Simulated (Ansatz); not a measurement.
## Pd: relaxation of cell and atoms with revPBE+D3(BJ)

Crystal: Pd.

```
Pd
1.0
     0.00000    1.94650    1.94650
     1.94650    0.00000    1.94650
     1.94650    1.94650    0.00000
Pd
1
Direct
  0.00000 0.00000 0.00000
```

```
Program             : Ansatz 0.2.0
Task                : relaxation of cell and atoms
Functional          : revPBE
Dispersion          : D3(BJ)
Potentials or basis : Ansatz PAW
Cutoff              : 420 eV (not typed: the program's choice for these potentials)
k mesh              : 12 × 12 × 12
Occupations         : fermi-dirac, width 0.05 eV
Spin                : no spin polarisation
```

```json
{"Relaxed volume": "14.43 Å³/atom", "Relaxed cell": "a = 2.732 Å, b = 2.732 Å, c = 2.732 Å, α = 60.00°, β = 60.00°, γ = 60.00°", "Space group after relaxing (to 0.05 Å)": "Fm-3m (No. 225)", "Energy gained by relaxing": "4.3 meV/atom", "Ionic steps": "5", "Pressure after relaxing": "0.0 GPa"}
```

Step by step:
```tsv
step	energy change (eV)	largest force (eV/Å)	volume (Å³)
1	0.0000	0.0000	14.75
2	-0.0025	0.0000	14.21
3	-0.0045	0.0000	14.44
4	-0.0045	0.0000	14.43
5	-0.0043	0.0000	14.43
```

Final structure:
```cif
data_structure
_symmetry_space_group_name_H-M 'P 1'
_symmetry_Int_Tables_number 1
_cell_length_a 2.7324
_cell_length_b 2.7324
_cell_length_c 2.7324
_cell_angle_alpha 60.000
_cell_angle_beta 60.000
_cell_angle_gamma 60.000
_cell_volume 14.43
loop_
_atom_site_label
_atom_site_type_symbol
_atom_site_fract_x
_atom_site_fract_y
_atom_site_fract_z
_atom_site_occupancy
Pd1 Pd 0.00000 0.00000 0.00000 1
```

It took 1.7 s on 2 threads of Arm Neoverse V2, with other jobs on the host, peak memory 0.27 GiB.

Caveat: the plane-wave basis is chosen anew once the cell has moved, so the energies of steps on either side of that aren't comparable; the PAW data sets come from PBE, with cores solved anew for the run's functional, which leaves a small shift of forces and pressure.
